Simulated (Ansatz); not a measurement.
**Compressing MnO: a fit and a missing row**

MnO, Fm-3m, a = 4.443 Å. Ansatz: PBE, PAW, 420 eV, Γ-centred 16×16×16 mesh on 2 atoms, Gaussian smearing 0.10 eV; collinear spin, largest moment 4.0 μB. Symmetry fixes shape and atoms, so the cell is only scaled; pressure is positive in compression.

| V (Å³/atom) | P (GPa) |
| --- | --- |
| 9.645 | 16.59 |
| 9.974 | ? |
| 10.303 | 7.34 |
| 10.632 | 3.24 |
| 10.961 | -0.02 |
| 11.290 | -3.13 |
| 11.618 | -5.89 |
| 12.057 | -9.17 |

Question: Take V0 = 10.961 Å³/atom, count pressures from its P0 = -0.02 GPa, fit the third-order Birch–Murnaghan form to the other rows, and predict the missing pressure.

Answer: With the Eulerian strain f = ½[(V0/V)^(2/3) − 1] and y = (P − P0)/[3f(1 + 2f)^(5/2)], the form is the line y = B0 + 1.5 B0 (B0′ − 4) f. Rows (f, y): 0.04451, 100.5; 0.02107, 105.0; 0.01026, 100.7; -0.00976, 111.6; -0.01903, 113.3; -0.03078, 116.1. Means f = 0.002712, y = 107.87; Σ(Δf)² = 0.003891, ΣΔfΔy = -0.8551; the slope is their ratio. y = 108.5 − 219.8 f GPa, so B0 = 108.5 GPa and B0′ = 4 + 2 × (-219.8)/(3 × 108.5) = 2.65. At V = 9.974, f = 0.03246, y = 101.37 and P = 11.53 GPa. The run gave 11.83 GPa, so the fit is 0.30 GPa too low, 1.2 % of the span of the series, against an rms of 0.15 GPa on the fitted rows. A fourth-order term fitted to the same rows gives P = 11.53 GPa at this row's volume (the line 11.53, the run 11.83), no gain.

The cell holds one magnetic atom, so it can only be ferromagnetic; an antiferromagnetic order may lie lower.